Ansatz 0.2.0, r2SCAN with spin–orbit coupling for zinc-blende GaN, using PAW potentials, a plane-wave cutoff of 500 eV and a 10×10×10 k mesh. The cells are strained hydrostatically from the r2SCAN geometry, and the gaps are differences between band energies.

| volume (Å³/atom) | shortest distance (Å) | band gap (eV) | least direct gap (eV) |
| --- | --- | --- | --- |
| 10.064 | 1.870 | 2.988 | 2.988 |
| 10.381 | 1.889 | 2.780 | 2.780 |
| 10.706 | 1.909 | 2.573 | 2.573 |
| 11.037 | 1.928 | 2.368 | 2.368 |
| 11.375 | 1.948 | 2.165 | 2.165 |
| 11.719 | 1.967 | 1.964 | 1.964 |
| 12.071 | 1.987 | 1.766 | 1.766 |

The r2SCAN band gap of zinc-blende GaN falls by about 0.2 eV each time the cell edge is lengthened by one percent. The row at 11.375 Å³/atom is the unstrained crystal; the rows above it are compressed, those below it stretched. The gap is direct in every row, as the two equal gap columns show, and the runs place both band edges at Γ throughout, so the same transition is followed from row to row. With so even a trend it is tempting to condense the table into a single pressure coefficient, and that approximation fails.

The same calculations also give the pressure of each cell. The two rows next to the unstrained crystal lie at 6.3 and −5.5 GPa, where the minus sign means that the cell is held stretched. The straight line through their gaps rises by 34 meV per GPa. This slope is taken here as the pressure coefficient.

The most compressed row, at 31.25 GPa, shows what happens when this coefficient is carried too far. A line with this slope, drawn from the unstrained gap, predicts 3.23 eV, whereas the calculation gives 2.988 eV. The excess of 0.25 eV is 30 % of the whole computed opening of the gap between the unstrained crystal and this row.

The nature of the error can be read from its sign. In the most stretched row, at 12.071 Å³/atom, the line is again too high, by 0.05 eV. A badly chosen slope would miss upward at one end and downward at the other; misses of the same sign at both ends mean that the true curve bends. The slopes between neighbouring rows confirm this, since they drop steadily from 42 meV/GPa at the stretched end to 22 meV/GPa at the compressed end.

The bend comes from the growing stiffness of the crystal. Pressure acts on the gap by shortening the bonds, and the shorter the bonds already are, the harder they resist the next step. The bulk modulus $B$, the pressure needed per relative loss of volume, therefore grows under compression, here by a factor of 1.9 across the table. The slope of the gap in pressure shrinks by the same factor, while its slope against the logarithm of the volume stays constant within one percent.

These two findings give a simple model. Let $E$ be the gap, $V$ the volume, $P$ the pressure and $a=\mathrm{d}E/\mathrm{d}\ln V$ the volume deformation potential. By the definition of $B$,

$$\frac{\mathrm{d}E}{\mathrm{d}P}=\frac{\mathrm{d}E}{\mathrm{d}\ln V}\,\frac{\mathrm{d}\ln V}{\mathrm{d}P}=-\frac{a}{B}.$$

If $a$ is constant and the bulk modulus rises linearly, $B=B_0+B'P$, integration from the unstrained gap $E_0$ gives

$$E(P)=E_0-\frac{a}{B'}\ln\!\left(1+\frac{B'P}{B_0}\right).$$

The value $a=-6.738$ eV comes from the two neighbours of the unstrained row. A straight line fitted to the bulk moduli of the six intervals between rows gives $B_0=195.5$ GPa and $B'=4.131$. The linear rise is itself an approximation: the line misses its worst interval by 1.92 GPa, and both constants are averages over this range of volumes.

For the most compressed row, $B'P/B_0=4.131\times31.25/195.5=0.660$. The logarithm of 1.660 is 0.507, and the gap should open by $6.738\times0.507/4.131=0.827$ eV. Added to the unstrained 2.165 eV, this makes 2.99 eV, in agreement with the computed gap. The gap of this row was not used to set any constant, although its pressure and volume entered the fit of the bulk modulus, and the constancy of $a$ was seen in all rows, this one included. The analysis printed after this section compares the formula and the straight line in every row.

In practice, pressure should first be converted into volume, and the gap then read from the volume. The ratio $B_0/B'$, about 47 GPa, sets the scale on which a constant pressure coefficient goes wrong: at 5 GPa the local coefficient has already dropped by a tenth. A softer crystal with a similar $B'$ would depart from the straight line at lower pressure, provided that its gap also follows the logarithm of the volume.

Why the gap opens at all is a matter of bonding, which the table does not resolve. In GaN the lowest conduction state is an antibonding combination of s orbitals, and the valence top is mainly N 2p. Shorter bonds strengthen the coupling between the atoms and raise the antibonding state relative to the valence top. If the gap shift followed the usual inverse-square dependence of such couplings on bond length, with its size fitted to the slope at the unstrained row, the most compressed row would come out 0.04 eV too high; the comparison tests only the curvature. The logarithmic law does better over this range, but it is an observation; a growing repulsion between Ga 3d and N 2p, which lifts the valence top, may account for the difference.

The second failure lies in the functional, and no change of variable removes it. The measured gap of zinc-blende GaN is roughly 3.2 eV, a recalled round value that is not part of the table. The unstrained row falls short of it by about 1.0 eV. Nothing in the smoothness of the column gives this away, because an error that is constant, or that changes smoothly with volume, leaves the column just as smooth.

The most compressed row helps to locate the cause. Its cell edge is 4 % shorter than that of the unstrained crystal, a far larger change than the usual error of r2SCAN in a lattice constant, and its gap is still 0.2 eV below the measured one. A wrong geometry therefore can't account for the shortfall. Spin–orbit coupling is already included, and atomic vibrations lower the real gap, so allowing for them would widen the disagreement.

Theory places the main error in the functional itself, not in the use of orbital energies. A measured gap is the cost of removing an electron from the crystal and adding one elsewhere. In an extended crystal the added electron and the hole spread over many cells, and a semilocal functional is then expected to give nearly the same gap from total energies as from orbital energies, provided that a meta-GGA is solved, as here, with its orbital-dependent potential. Both come out too small, because r2SCAN builds exchange from local quantities and largely misses the nonlocal exchange that lowers filled states relative to empty ones. The functional also lets each electron partly repel itself, which places the compact Ga 3d states too high and so pushes the N 2p valence top upward. The table has no second level of theory from which the sizes of these two contributions could be read.

Adding a constant 1.0 eV to every row would mend the unstrained gap and leave all slopes as they are. Whether the true deformation potential equals the one found here is a separate question. A more accurate gap calculation at two or more of these volumes could answer it, as could gaps measured under pressure together with a measured relation between pressure and volume.

The analysis program printed:

```
Local slopes between a row and the row before it:
     row  pressure GPa  gap slope meV/GPa  gap slope eV per ln V  bulk modulus GPa
  10.064         31.25                n/a                    n/a               n/a
  10.381         21.82              22.06                 -6.707               304
  10.706         13.55              25.01                 -6.715             268.4
  11.037         6.304              28.29                 -6.733               238
  11.375      -0.01965               32.1                  -6.73             209.6
  11.719         -5.52              36.54                 -6.746             184.6
  12.071        -10.28              41.57                  -6.69             160.9
fit of Bsec on 6 rows: constant 195.5 +/- 0.72, coefficient of Pmid 4.131 +/- 0.051; rms 1.2, worst 12.071 1.92, leave-one-out rms 2.08
Predicted less computed gap in eV:
     row  line in pressure  line in ln V  inverse square of bond length  stiffening formula
  10.064            0.2455      0.002094                        0.03654            0.004052
  10.381            0.1314       0.00113                        0.02018            0.003571
  10.706           0.05563     0.0004164                       0.008701            0.002664
  11.037           0.01307     0.0002506                       0.002269           0.0009654
  11.375                 0             0                              0          -0.0006773
  11.719           0.01307     0.0002506                       0.002269           -0.001284
  12.071           0.04832     -0.001157                       0.006735          -0.0005793
Gap slope at equilibrium from the two neighbours, meV/GPa: 34.17
Gap slope at equilibrium from the two neighbours, eV per unit ln V: -6.738
Largest over smallest local slope in pressure: 1.884
Largest over smallest bulk modulus: 1.889
Spread of the local slope in ln V, percent: 0.8332
Overshoot of the pressure line at the smallest volume, percent of the computed gap opening: 29.84
Largest difference of pressure from energies and mean printed pressure, GPa: 0.137
Equilibrium gap below the rough measured value, eV: 1.035
Gap at the smallest volume below the rough measured value, eV: 0.212
Shortening of the cell edge at the smallest volume, percent: 4
```
